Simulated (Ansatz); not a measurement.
**Si: energy along a strain**

Si, P6_3/mmc, a = 3.802 Å, c = 6.289 Å. This isn't the element's structure at ambient conditions. Ansatz: LDA, PAW, 420 eV, Γ-centred 12×12×6 mesh on 4 atoms, Gaussian smearing 0.03 eV; no spin polarisation. Cell vectors (Å): 3.802 0.000 0.000; -1.901 3.293 0.000; 0.000 0.000 6.289. The cell is strained by x per cent times the pattern (1 -1 0 0 0 0) in the order xx yy zz yz xz xy (engineering shears), with fractional coordinates held. y is the free energy over the start, V0 = 19.682 Å³/atom. Points with a strain past 8.5 % were computed too (3) and aren't used here.

| x (%) | y (meV/atom) |
| --- | --- |
| -7.50 | ? |
| -5.00 | 53.91 |
| -2.50 | 13.64 |
| 0.00 | 0.00 |
| 2.50 | 13.82 |
| 5.00 | 55.41 |
| 7.50 | 125.92 |

Fit y = c2 x² + c3 x³ to the other rows, get the stiffness along the pattern, and predict the missing energy.

Least squares on the rows shown. y = 2.1888 x² + 0.0065447 x³. The clamped-ion stiffness p·C·p = 2 × 21.89 eV × 160.2 / 19.682 Å³ = 356 GPa. At x = -7.50 the fit asked for gives 120.36 meV/atom. The run gave 119.62 meV/atom, so the fit is 0.74 meV/atom too high, 0.59 % of the span of the series, against an rms of 0.07 meV/atom on the fitted rows. The row lies outside the fitted range. With a term in x⁴ added, a fit to the same known rows predicts 120.74 meV/atom, further off still.

The cell metric and space group point to hexagonal diamond, where basal shear works against both the stretching and the bending of directional sp³ bonds, so the response is stiff and almost harmonic. Letting the atoms relax inside the strained cell could only lower the curvature, so 356 GPa is an upper bound on the relaxed stiffness within this functional.

Hexagonal symmetry allows the cubic term, and its positive sign fits bond anharmonicity. In this structure, positive x strongly shortens the bonds whose basal projection lies along y and stretches the others less, while negative x does the reverse. Because compressing a bond costs more than stretching it equally, the positive side should be higher, as it is at every strain pair.

The missed prediction probably reflects higher odd-order anharmonicity. With the largest fitted strain present on one side only, an x⁴ term can absorb part of that odd contribution and carry it with the wrong sign to negative strain, which would explain why the added flexibility worsens the extrapolation.
